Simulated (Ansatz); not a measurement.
## TiC: strain energy, fitted

TiC, Fm-3m, a = 4.328 Å. Ansatz: r2SCAN, PAW, 500 eV, Γ-centred 18×18×12 mesh on 4 atoms, Gaussian smearing 0.10 eV; no spin polarisation. Series: biaxial strain in the a-b plane, c and atoms relaxed; x is the strain in per cent. The axes a, b, c are those of the computed cell (3.060, 3.060, 4.328 Å), along [1 1 0], [-1 1 0], [0 0 1] of the cell named above. y is the free energy over the unstrained cell, V0 = 10.133 Å³/atom.

| x (%) | y (meV/atom) |
| --- | --- |
| -6.0 | ? |
| -4.0 | 69.21 |
| -2.0 | 16.12 |
| 0.0 | 0.00 |
| 2.0 | 13.96 |
| 4.0 | 52.44 |

Question: Fit y = c2 x² + c3 x³ to the other rows, turn c2 into a modulus, and predict the missing energy.

Answer: Least squares on the rows shown. y = 3.7991 x² − 0.13108 x³. In eV per unit strain² c2 is 37.99; M is the biaxial modulus (E = M V0 ε²): 37.99 × 160.2 / (10.133) = 601 GPa. At x = -6.0 the fit asked for gives 165.08 meV/atom. The run gave 167.90 meV/atom, so the fit is 2.82 meV/atom too low, 1.7 % of the span of the series, against an rms of 0.12 meV/atom on the fitted rows. The row lies outside the fitted range. With a term in x⁴ added, a fit to the same known rows predicts 167.66 meV/atom, so most of the miss is curvature that the known rows already hold.